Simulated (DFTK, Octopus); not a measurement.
This is a calculation of Si for Octopus 16.4. Atoms were shifted at random by some hundredths of an Å from the given cell, which wasn't relaxed again for these runs. This isn't the form of Si at room conditions, which is diamond.

Contents of inp:

```
CalculationMode = gs
UnitsOutput = eV_Angstrom
PeriodicDimensions = 3
ExperimentalFeatures = yes
PseudopotentialSet = pseudodojo_pbesol
%LatticeParameters
 1*angstrom | 1*angstrom | 1*angstrom
%
%LatticeVectors
 3.8313174605 | 0 | 0
 -1.9156587303 | 3.3180182508 | 0
 0 | 0 | 6.3326220002
%
%ReducedCoordinates
 "Si" | 0.662409 | 0.333713 | 0.940325
 "Si" | 0.334686 | 0.658685 | 0.434314
 "Si" | 0.674367 | 0.345422 | 0.562186
 "Si" | 0.314249 | 0.647393 | 0.058825
%
%Spacing
 0.19156587*angstrom | 0.19156587*angstrom | 0.19189764*angstrom
%
DerivativesOrder = 8
%KPointsGrid
 8 | 8 | 4
%
KPointsUseSymmetries = yes
XCFunctional = gga_x_pbe_sol + gga_c_pbe_sol
SmearingFunction = fermi_dirac
Smearing = 0.05*eV
ExtraStates = 8
Eigensolver = chebyshev_filter
ConvRelDens = 3e-7
MaximumIter = 120
```

Potentials or basis: pseudodojo_pbesol (PseudoDojo 0.4, PBEsol).

Run with:

```bash
$ OMP_NUM_THREADS=1 octopus > out.log
```

Question: Translate it to DFTK 0.8.2. Potentials or basis there: PseudoDojo SR PBEsol 0.4.1 standard (PBEsol), cutoff 653 eV.

Answer: As run (cutoffs and basis follow the program's own potentials, and thresholds, step limits or extra output files can differ):

run.jl

```julia
using DFTK
using PseudoPotentialData
using Unitful, UnitfulAtomic
using LinearAlgebra, Printf
include("save.jl")
disable_threading()

# lattice vectors are the columns
lattice = austrip(1u"Å") * [  3.8313174605  -1.9156587303            0.0;
                      0.0   3.3180182508            0.0;
                      0.0            0.0   6.3326220002]
symbols   = [:Si, :Si, :Si, :Si]
positions = [[0.662409, 0.333713, 0.940325],
             [0.334686, 0.658685, 0.434314],
             [0.674367, 0.345422, 0.562186],
             [0.314249, 0.647393, 0.058825]]
pseudopotentials = PseudoFamily("dojo.nc.sr.pbesol.v0_4_1.standard.upf")
elements = Dict(s => ElementPsp(s, pseudopotentials) for s in unique(symbols))
atoms    = [elements[s] for s in symbols]

build_model(lattice, positions; symmetries=true) =
    model_DFT(lattice, atoms, positions;
              functionals=PBEsol(),
              temperature=austrip(0.05u"eV"),
              smearing=Smearing.FermiDirac(),
              symmetries)
Ecut  = 24.0  # hartree
kgrid = [8, 8, 4]
tol   = 1e-6
to_GPa = ustrip(uconvert(u"GPa", 1u"hartree/bohr^3"))

model = build_model(lattice, positions)
basis = PlaneWaveBasis(model; Ecut, kgrid)
display(basis)
scfres = self_consistent_field(basis;
                               tol,
                               nbandsalg=AdaptiveBands(model; n_bands_converge=13))
display(scfres.energies)
@printf "Fermi level: %.6f eV\n" ustrip(auconvert(u"eV", something(scfres.εF, NaN)))
forces = compute_forces_cart(scfres)
println("Forces (eV/Å)")
for (s, f) in zip(symbols, forces)
    @printf "%-3s %12.6f %12.6f %12.6f\n" s ustrip.(auconvert.(u"eV/Å", f))...
end
stress = compute_stresses_cart(scfres)
println("Stress (GPa)")
display(round.(stress * to_GPa; digits=4))
println("Levels at the first k-point (eV): ", round.(ustrip.(auconvert.(u"eV", scfres.eigenvalues[1][1:scfres.n_bands_converge])); digits=4))
save_scf!(scfres; forces, stress)
```

Potentials or basis: dojo.nc.sr.pbesol.v0_4_1.standard.upf (PBEsol).

The run is started by

```bash
$ julia --threads=1 run.jl  # save.jl only writes the numbers to a file and isn't shown; printed stress counts tension as positive; times include loading and compiling
```

Both were run:

|  | Octopus | DFTK |
| --- | --- | --- |
| Largest force | 0.969 eV/Å | 0.969 eV/Å |
| Energy over the undisturbed cell | 17.0 meV/atom | 16.9 meV/atom |
